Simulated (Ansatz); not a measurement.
# Si: the cost of one run

Program: Ansatz 0.2.0. Level of theory: DFT PBEsol, scalar-relativistic, plane waves, PAW. These are calculated values, not measurements.

1 further run of the same task is left out (set aside as unsound or not needed).

## Step 1: The structure to begin with

It takes space group Fd-3m (No. 227, cubic). Conventional cell: a = 5.431 Å, b = 5.431 Å, c = 5.431 Å, α = 90.00°, β = 90.00°, γ = 90.00°. Si (site symmetry -43m) has 4 Si at 2.35 Å as nearest neighbours.

Coordinates:

```cif
data_structure
_symmetry_space_group_name_H-M 'Fd-3m:1'
_symmetry_Int_Tables_number 227
_cell_length_a 5.4309
_cell_length_b 5.4309
_cell_length_c 5.4309
_cell_angle_alpha 90.000
_cell_angle_beta 90.000
_cell_angle_gamma 90.000
_cell_volume 160.19
loop_
_atom_site_label
_atom_site_type_symbol
_atom_site_symmetry_multiplicity
_atom_site_Wyckoff_symbol
_atom_site_fract_x
_atom_site_fract_y
_atom_site_fract_z
_atom_site_occupancy
Si1 Si 8 a 0.50000 0.00000 0.50000 1
```

The structure comes from the Crystallography Open Database.

## Step 2: Random moves and strain, cell strained

What differs from the listed cell: strain xx, yy, zz, yz, xz, xy = -3.0, -1.2, -2.4, +0.2, +0.4, +0.1 %; atoms moved by 0.15 Å root mean square, at most 0.15 Å.

input.yaml

```yaml
crystal:
  lattice:
    - [0.012219615, 2.6882609906, 2.656001207]
    - [2.6439445202, 0.007331769, 2.660889053]
    - [2.6368842982, 2.6860886146, 0.014391991]
  atoms:
    - { symbol: Si, position: [0.494339838, 0.5323737696, 0.5150544841] }
    - { symbol: Si, position: [0.755660162, 0.7176262304, 0.7349455159] }
basis:
  ecutwfc: 420
kpoints:
  mp_grid: { grid: [12, 12, 12] }
hamiltonian:
  xc: pbesol
scf:
  occupations: { method: gaussian, width: 0.05 }
output:
  forces: true
  stress: true
  eigenvalues: true
  populations: true
```

Command:

```bash
$ ansatz run input.yaml --threads 1 --pin off --max-ram 1331MiB --backend cpu --events-out ev --progress --plain --runs-dir out
```

Q: Estimate wall time and peak memory on 1 thread of an x86-64 CPU, shared host.

About 45 s, with a peak of 0.56 GiB.
